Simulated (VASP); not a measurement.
Write the native input for VASP 6.6.1 that does the following.

```yaml
Task: relaxation of cell and atoms
Functional: PBE
Dispersion: D3(BJ)
Potentials_or_basis: VASP PAW PBE potentials, release 64 (B, N)
Cutoff: 600 eV
k_mesh: 12 × 12 × 4
Occupations: gaussian, width 0.03 eV
Spin: no spin polarisation
Further_INCAR_settings: ALGO = Normal; EDIFF = 1e-06; IBRION = 2; EDIFFG = -0.01; NSW = 90; ISIF = 3
```

The structure of BN lies in POSCAR:

```
BN
1.0
    2.4982400000      0.0000000000      0.0000000000
   -1.2491200000      2.1635393000      0.0000000000
    0.0000000000      0.0000000000      6.6357000000
B N
2 2
Direct
    0.3333333300      0.6666666700      0.2500000000
    0.6666666700      0.3333333300      0.7500000000
    0.3333333300      0.6666666700      0.7500000000
    0.6666666700      0.3333333300      0.2500000000
```

One way to write it, as run:

INCAR

```
SYSTEM = BN
  ALGO = Normal
  EDIFF = 1E-6
  EDIFFG = -0.01
  ENCUT = 600
  GGA = PE
  IBRION = 2
  ISIF = 3
  ISMEAR = 0
  IVDW = 12
  LASPH = .TRUE.
  LCHARG = .FALSE.
  LREAL = .FALSE.
  LWAVE = .FALSE.
  NELM = 80
  NSW = 90
  PREC = Accurate
  SIGMA = 0.03
```

KPOINTS

```
k-points
0
G
  12 12 4
  0 0 0
```

Potentials or basis: VASP PAW PBE potentials, release 64 (B, N).

Launch:

```bash
$ cat potpaw_PBE.64/B/POTCAR potpaw_PBE.64/N/POTCAR > POTCAR
$ mpirun -np 1 vasp_std > vasp.out
```

Results of the run:

* Relaxed volume: 8.95 Å³/atom
* Relaxed cell: a = 2.506 Å, b = 2.506 Å, c = 6.584 Å, α = 90.00°, β = 90.00°, γ = 120.00°
* Space group after relaxing (to 0.05 Å): P6_3/mmc (No. 194)
* Energy gained by relaxing: 0.7 meV/atom
* Ionic steps: 7
* Pressure after relaxing: 0.0 GPa
* Band gap on the k mesh: 4.26 eV, indirect (least direct gap 4.63 eV)
* Dispersion energy per atom: -0.142 eV

Wall time 52 s on 1 thread of Intel(R) Xeon(R) Platinum 8488C (Sapphire Rapids), on a shared host, peak memory 0.18 GiB.
